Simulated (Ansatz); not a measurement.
FePt (Tetraferroplatinum):

```xyz
2
Lattice="2.7235 0.0000 0.0000 0.0000 2.7235 0.0000 0.0000 0.0000 3.7200" Properties=species:S:1:pos:R:3 pbc="T T T"
Pt    1.3618    1.3618    1.8600
Fe    0.0000    0.0000    0.0000
```

```yaml
Program: Ansatz 0.2.0
Task: relaxation of cell and atoms
Functional: LDA
Potentials_or_basis: all-electron LAPW, scalar-relativistic
Basis_error_allowed: 0.001 eV/atom
k_mesh: 10 × 10 × 7
Occupations: fermi-dirac, width 0.05 eV
Spin: collinear spin, ferromagnetic start
Starting_moments: "[0.0, 3.0] μB"
```

At the start: volume 13.80 Å³/atom.

**Question.** Where does the relaxation end?

**Answer.** Over 5 steps the energy falls by 31.6 meV/atom and the volume is 13.05 Å³/atom (-5.4 %); space group P4/mmm (No. 123, to 0.05 Å); moment 3.16 μB per cell.

Step by step:
```
step  energy change (eV)  largest force (eV/Å)  volume (Å³)
   1              0.0000                0.0000        27.59
   2             -0.0398                0.0000        25.25
   3             -0.0630                0.0000        26.17
   4             -0.0632                0.0000        26.10
   5             -0.0632                0.0000        26.10
```

Final structure:
```
CELL_PARAMETERS angstrom
2.66890 0.00000 0.00000
0.00000 2.66890 0.00000
0.00000 0.00000 3.66362
ATOMIC_POSITIONS crystal
Pt 0.50000 0.50000 0.50000
Fe 0.00000 0.00000 0.00000
```
